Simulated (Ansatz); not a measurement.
A 2-atom cell of TlCl started from a crystallographic database (r2SCAN+rVV10 geometry), in Ansatz:

```
Tl Cl
1.0
     3.79363    0.00000    0.00000
     0.00000    3.79363    0.00000
     0.00000    0.00000    3.79363
Tl Cl
1 1
Direct
  0.00000 0.00000 0.00000
  0.50000 0.50000 0.50000
```

G0W0@PBE with 205 empty bands, a screening cutoff of 140 eV and a 4×4×4 mesh (PAW, contour deformation) gives 3.059 eV over the mesh points, from a PBE gap of 1.987 eV; it sums over 215 bands with 203 plane waves in the screening and a wave cutoff of 420 eV. The G0W0 figures hold for the stated bands, cutoff and mesh and aren't extrapolated. No spin polarisation and no zero-point or thermal motion.

Problem. Estimate the gap with potentials of the kind norm-conserving.

Solution. 3.039 eV (-0.020 eV), from a Kohn-Sham gap of 1.996 eV.

Problem. Estimate the gap with mesh 6×6×6, empty bands 88, screening cutoff 80 eV.

Solution. 2.932 eV (-0.127 eV), from a Kohn-Sham gap of 1.992 eV.

Spin-orbit coupling is left out; in compounds of Pb, Bi, Tl or Hg it can lower a gap by up to about 1 eV, split its edges or invert the bands.

With a shallow d shell on the cation, G0W0 converges slowly in bands and cutoff, so these values are in doubt.
